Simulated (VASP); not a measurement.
# HfC (Fm-3m) in VASP: settings compared

One crystal, HfC, is run at these levels: PBEsol+U, RPBE, r2SCAN+D3(BJ); tasks: relaxation of cell and atoms, single point, electron localisation function.

All numbers are computed with VASP 6.6.1; they aren't measurements. Logs are shortened: lines on timing, memory, paths and dates and some standing lists are left out, and cuts for length are marked.

### Step 1. Starting point

The structure is cubic, space group Fm-3m (No. 225). Conventional cell: a = 4.650 Å, b = 4.650 Å, c = 4.650 Å, α = 90.00°, β = 90.00°, γ = 90.00°. Hf (site symmetry m-3m) has 6 C at 2.33 Å as nearest neighbours. C (site symmetry m-3m) has 6 Hf at 2.33 Å as nearest neighbours.

### Step 2. Relaxation of cell and atoms, PBEsol+U

Contents of run.py:

```python
from ase.calculators.vasp import Vasp
from ase.filters import FrechetCellFilter
from ase.io import read
from ase.optimize import BFGS

atoms = read('HfC.cif', primitive_cell=True, subtrans_included=False)
calc = Vasp(
    directory='calc',
    xc='pbesol',
    pp='PBE',
    setups={'base': 'minimal', 'Hf': '_pv', 'C': '_h'},
    prec='Accurate',
    encut=980,
    ediff=1e-06,
    ismear=-5,
    sigma=0.05,
    lreal=False,
    lasph=True,
    nelm=100,
    algo='Normal',
    isif=2,
    lwave=False,
    lcharg=False,
    lmaxmix=4,
    ldautype=1,
    ldauprint=1,
    kspacing=0.2,
    ldau_luj={'Hf': {'L': 2, 'U': 3, 'J': 0.5}},
)
atoms.calc = calc
opt = BFGS(FrechetCellFilter(atoms), trajectory='relax.traj')
converged = opt.run(fmax=0.01, steps=40)
print('converged:', converged)

print('energy (eV):', atoms.get_potential_energy())
print('free energy (eV):', atoms.get_potential_energy(force_consistent=True))
print('forces (eV/A):')
print(atoms.get_forces())
print('stress (eV/A^3, Voigt):', atoms.get_stress())
print('Fermi level (eV):', calc.get_fermi_level())
print('cell (A, degrees):', atoms.cell.cellpar())
print('volume (A^3):', atoms.get_volume())
print('scaled positions:')
print(atoms.get_scaled_positions())
```

Contents of HfC.cif:

```cif
data_HfC
_cell_length_a 4.65000000
_cell_length_b 4.65000000
_cell_length_c 4.65000000
_cell_angle_alpha 90.00000000
_cell_angle_beta 90.00000000
_cell_angle_gamma 90.00000000
_space_group_name_H-M_alt 'Fm-3m'
_space_group_name_Hall '-F 4 2 3'
_space_group_IT_number 225
loop_
_space_group_symop_operation_xyz
'x,y,z'
'-x,-y,-z'
'-y,x,z'
'y,-x,-z'
'-x,-y,z'
'x,y,-z'
'y,-x,z'
'-y,x,-z'
'x,-y,-z'
'-x,y,z'
'-y,-x,-z'
'y,x,z'
'-x,y,-z'
'x,-y,z'
'y,x,-z'
'-y,-x,z'
'z,x,y'
'-z,-x,-y'
'z,-y,x'
'-z,y,-x'
'z,-x,-y'
'-z,x,y'
'z,y,-x'
'-z,-y,x'
'-z,x,-y'
'z,-x,y'
'-z,-y,-x'
'z,y,x'
'-z,-x,y'
'z,x,-y'
'-z,y,x'
'z,-y,-x'
'y,z,x'
'-y,-z,-x'
'x,z,-y'
'-x,-z,y'
'-y,z,-x'
'y,-z,x'
'-x,z,y'
'x,-z,-y'
'-y,-z,x'
'y,z,-x'
'-x,-z,-y'
'x,z,y'
'y,-z,-x'
'-y,z,x'
'x,-z,y'
'-x,z,-y'
'x,y+1/2,z+1/2'
'-x,-y+1/2,-z+1/2'
'-y,x+1/2,z+1/2'
'y,-x+1/2,-z+1/2'
[... 63 lines left out ...]
'-z+1/2,y,-x+1/2'
'z+1/2,-x,-y+1/2'
'-z+1/2,x,y+1/2'
'z+1/2,y,-x+1/2'
'-z+1/2,-y,x+1/2'
'-z+1/2,x,-y+1/2'
'z+1/2,-x,y+1/2'
'-z+1/2,-y,-x+1/2'
'z+1/2,y,x+1/2'
'-z+1/2,-x,y+1/2'
'z+1/2,x,-y+1/2'
'-z+1/2,y,x+1/2'
'z+1/2,-y,-x+1/2'
'y+1/2,z,x+1/2'
'-y+1/2,-z,-x+1/2'
'x+1/2,z,-y+1/2'
'-x+1/2,-z,y+1/2'
'-y+1/2,z,-x+1/2'
'y+1/2,-z,x+1/2'
'-x+1/2,z,y+1/2'
'x+1/2,-z,-y+1/2'
'-y+1/2,-z,x+1/2'
'y+1/2,z,-x+1/2'
'-x+1/2,-z,-y+1/2'
'x+1/2,z,y+1/2'
'y+1/2,-z,-x+1/2'
'-y+1/2,z,x+1/2'
'x+1/2,-z,y+1/2'
'-x+1/2,z,-y+1/2'
'x+1/2,y+1/2,z'
'-x+1/2,-y+1/2,-z'
'-y+1/2,x+1/2,z'
'y+1/2,-x+1/2,-z'
'-x+1/2,-y+1/2,z'
'x+1/2,y+1/2,-z'
'y+1/2,-x+1/2,z'
'-y+1/2,x+1/2,-z'
'x+1/2,-y+1/2,-z'
'-x+1/2,y+1/2,z'
'-y+1/2,-x+1/2,-z'
'y+1/2,x+1/2,z'
'-x+1/2,y+1/2,-z'
'x+1/2,-y+1/2,z'
'y+1/2,x+1/2,-z'
'-y+1/2,-x+1/2,z'
'z+1/2,x+1/2,y'
'-z+1/2,-x+1/2,-y'
'z+1/2,-y+1/2,x'
'-z+1/2,y+1/2,-x'
'z+1/2,-x+1/2,-y'
'-z+1/2,x+1/2,y'
'z+1/2,y+1/2,-x'
'-z+1/2,-y+1/2,x'
'-z+1/2,x+1/2,-y'
'z+1/2,-x+1/2,y'
'-z+1/2,-y+1/2,-x'
'z+1/2,y+1/2,x'
'-z+1/2,-x+1/2,y'
'z+1/2,x+1/2,-y'
'-z+1/2,y+1/2,x'
'z+1/2,-y+1/2,-x'
'y+1/2,z+1/2,x'
'-y+1/2,-z+1/2,-x'
'x+1/2,z+1/2,-y'
'-x+1/2,-z+1/2,y'
'-y+1/2,z+1/2,-x'
'y+1/2,-z+1/2,x'
'-x+1/2,z+1/2,y'
'x+1/2,-z+1/2,-y'
'-y+1/2,-z+1/2,x'
'y+1/2,z+1/2,-x'
'-x+1/2,-z+1/2,-y'
'x+1/2,z+1/2,y'
'y+1/2,-z+1/2,-x'
'-y+1/2,z+1/2,x'
'x+1/2,-z+1/2,y'
'-x+1/2,z+1/2,-y'
loop_
_atom_site_label
_atom_site_type_symbol
_atom_site_symmetry_multiplicity
_atom_site_Wyckoff_symbol
_atom_site_fract_x
_atom_site_fract_y
_atom_site_fract_z
_atom_site_occupancy
Hf1 Hf 4 b 0.5000000000 0.0000000000 0.0000000000 1
C1 C 4 a 0.0000000000 0.0000000000 0.0000000000 1
```

Potentials or basis: VASP PAW PBE potentials, release 64 (Hf_pv, C_h).

Started as:

```sh
$ python run.py
```

What it wrote:

```text
Step     Time          Energy          fmax
BFGS:    0      -20.489403        0.149505
BFGS:    1      -20.490192        0.092933
BFGS:    2      -20.490629        0.012247
BFGS:    3      -20.490634        0.008677
converged: True
energy (eV): -20.4906335
free energy (eV): -20.4906335
forces (eV/A):
[[ 0. -0.  0.]
 [-0.  0. -0.]]
stress (eV/A^3, Voigt): [ 0.00068497  0.00068497  0.00068497 -0.         -0.          0.        ]
Fermi level (eV): 6.349447
cell (A, degrees): [ 3.29666552  3.29666552  3.29666552 60.         60.         60.        ]
volume (A^3): 25.334343846897674
scaled positions:
[[0.5 0.5 0.5]
 [0.  0.  0. ]]
```

OUTCAR:

```text
ENCUT = 980.000000
   EDIFF = 1.00e-06
   GGA = PS
   PREC = Accurate
   ISIF = 2
   ISMEAR = -5
   NELM = 100
   LASPH = .TRUE.
   LREAL = .FALSE.

 ion  position               nearest neighbor table
   1  0.500  0.500  0.500-   2 2.33   2 2.33   2 2.33   2 2.33   2 2.33   2 2.33
   2  0.000  0.000  0.000-   1 2.33   1 2.33   1 2.33   1 2.33   1 2.33   1 2.33

  LATTYP: Found a face centered cubic cell.
 ALAT       =     4.6621890927

  Lattice vectors:

 A1 = (   0.0000000000,   2.3310945463,   2.3310945463)
 A2 = (   2.3310945463,   0.0000000000,   2.3310945463)
 A3 = (   2.3310945463,   2.3310945463,   0.0000000000)

Analysis of symmetry for initial positions (statically):
=====================================================================
 Subroutine PRICEL returns:
 Original cell was already a primitive cell.

 Routine SETGRP: Setting up the symmetry group for a
 face centered cubic supercell.

 Subroutine GETGRP returns: Found 48 space group operations
 (whereof 48 operations were pure point group operations)
 out of a pool of 48 trial point group operations.

The static configuration has the point symmetry O_h .

Analysis of symmetry for dynamics (positions and initial velocities):
=====================================================================
 Subroutine PRICEL returns:
 Original cell was already a primitive cell.

[... 213 lines left out ...]
  o =  0.1122  v =  0.0000  0.7056 -0.0000 -0.7086 -0.0000  0.0000  0.0000  0.0000  0.0000  0.0000      0.0000  0.0000  0.0000  0.0000  0.0000  0.0000  0.0000  0.0000  0.0000  0.0000
  o =  0.1122  v =  0.0000  0.0000  0.0000  0.0000  0.0000  0.0000  0.7056 -0.0000 -0.7086 -0.0000      0.0000  0.0000  0.0000  0.0000  0.0000  0.0000  0.0000  0.0000  0.0000  0.0000
  o =  0.2318  v =  0.0000 -0.0000 -1.0000 -0.0000  0.0071  0.0000  0.0000  0.0000  0.0000  0.0000      0.0000  0.0000  0.0000  0.0000  0.0000  0.0000  0.0000  0.0000  0.0000  0.0000
  o =  0.2318  v =  0.0000  0.0000  0.0000  0.0000  0.0000  0.0000 -0.0000 -1.0000 -0.0000  0.0071      0.0000  0.0000  0.0000  0.0000  0.0000  0.0000  0.0000  0.0000  0.0000  0.0000
  o =  0.2318  v =  0.0000  0.0000  0.0000  0.0000  0.0000  0.0000  0.0000  0.0071  0.0000  1.0000      0.0000  0.0000  0.0000  0.0000  0.0000  0.0000  0.0000  0.0000  0.0000  0.0000
  o =  0.2318  v =  0.0000  0.0000  0.0071  0.0000  1.0000  0.0000  0.0000  0.0000  0.0000  0.0000      0.0000  0.0000  0.0000  0.0000  0.0000  0.0000  0.0000  0.0000  0.0000  0.0000

 number of electron      14.0000000 magnetization

 Free energy of the ion-electron system (eV)
  ---------------------------------------------------
  ext. energy  EPLUGINS =         0.00000000
  ---------------------------------------------------
  free energy    TOTEN  =       -20.49063350 eV

  energy without entropy =      -20.49063350  energy(sigma->0) =      -20.49063350

 E-fermi :   6.3494     XC(G=0): -12.4138

 val. band max:        6.2659912897   @ k =   0.0833   0.0000   0.0000
 cond. band min:       6.0089627253   @ k =   0.2500   0.2500   0.0000
 fundamental gap:     -0.2570285644
 Fermi energy:         6.3494469972

------------------------ aborting loop because EDIFF is reached ----------------------------------------

  FORCE on cell =-STRESS in cart. coord.  units (eV):
  Direction    XX          YY          ZZ          XY          YZ          ZX
  --------------------------------------------------------------------------------------
  -------------------------------------------------------------------------------------
  Total       -0.0173533     -0.0173533     -0.0173533     -0.0000000     -0.0000000      0.0000000
  in kB       -1.0974454     -1.0974454     -1.0974454     -0.0000000     -0.0000000      0.0000000
  external PRESSURE =      -1.0974454 kB  Pullay stress =       0.0000000 kB

 VOLUME and BASIS-vectors are now :
 -----------------------------------------------------------------------------
  energy-cutoff  :      980.00
  volume of cell :       25.33
      direct lattice vectors                 reciprocal lattice vectors
     0.000000000  2.331094546  2.331094546    -0.214491515  0.214491515  0.214491515
     2.331094546  0.000000000  2.331094546     0.214491515 -0.214491515  0.214491515
     2.331094546  2.331094546  0.000000000     0.214491515  0.214491515 -0.214491515

 POSITION                                       TOTAL-FORCE (eV/Angst)
 -----------------------------------------------------------------------------------
      2.33109      2.33109      2.33109         0.000000     -0.000000      0.000000
      0.00000      0.00000      0.00000        -0.000000      0.000000     -0.000000
 -----------------------------------------------------------------------------------
    total drift:                                0.000000      0.000000      0.000000

  FREE ENERGIE OF THE ION-ELECTRON SYSTEM (eV)
  ---------------------------------------------------
  free  energy   TOTEN  =       -20.4906334990 eV

  energy  without entropy=      -20.4906334990  energy(sigma->0) =      -20.49063350
```

INCAR:

```text
ENCUT = 980.000000
KSPACING = 0.200000
SIGMA = 0.050000
EDIFF = 1.00e-06
ALGO = Normal
GGA = PS
PREC = Accurate
ISIF = 2
ISMEAR = -5
LDAUPRINT = 1
LDAUTYPE = 1
LMAXMIX = 4
NELM = 100
LASPH = .TRUE.
LCHARG = .FALSE.
LWAVE = .FALSE.
LREAL = .FALSE.
LDAU = .TRUE.
LDAUL = 2 -1
LDAUU = 3.000 0.000
LDAUJ = 0.500 0.000
```

Run time: 2.9 min. Hardware: 1 thread of Intel Xeon Platinum 8559C (Emerald Rapids), shared host; peak memory 0.25 GiB.

What came out:

```
Free energy                            : -20.4906 eV
Relaxed volume                         : 12.67 Å³/atom
Relaxed cell                           : a = 3.297 Å, b = 3.297 Å, c = 3.297 Å, α = 60.00°, β = 60.00°, γ = 60.00°
Space group after relaxing (to 0.05 Å) : Fm-3m (No. 225)
Energy gained by relaxing              : 0.6 meV/atom
Ionic steps                            : 4
Pressure after relaxing                : -0.1 GPa
Band gap on the k mesh                 : none (metal or under the smearing width)
```

Step by step:
| step | energy change (eV) | largest force (eV/Å) | pressure (GPa) | volume (Å³) |
| --- | --- | --- | --- | --- |
| 1 | 0.0000 | 0.0000 | 1.91 | 25.14 |
| 2 | -0.0008 | 0.0000 | 1.18 | 25.22 |
| 3 | -0.0012 | 0.0000 | -0.15 | 25.35 |
| 4 | -0.0012 | 0.0000 | -0.11 | 25.33 |

Final structure:
```yaml
crystal:
  lattice:
    - [0.00000, 2.33109, 2.33109]
    - [2.33109, 0.00000, 2.33109]
    - [2.33109, 2.33109, 0.00000]
  atoms:
    - { symbol: Hf, position: [0.50000, 0.50000, 0.50000] }
    - { symbol: C, position: [0.00000, 0.00000, 0.00000] }
```

Eigenvalues of the final occupation matrices:
| site | spin | trace | eigenvalues |
| --- | --- | --- | --- |
| site 1 d | 1 | 0.80 | 0.11 0.11 0.11 0.23 0.23 |
| site 1 d | 2 | 0.80 | 0.11 0.11 0.11 0.23 0.23 |

Caveat: the PAW data sets were made with another functional, which shifts forces and pressure a little; U without spin polarisation on a metal has little footing; the U is typed as a test and isn't derived for this compound; tetrahedron occupations give inexact forces and stress in metals. Zero-point motion and thermal expansion aren't in these numbers.

(Continued in part 2 of 3.)
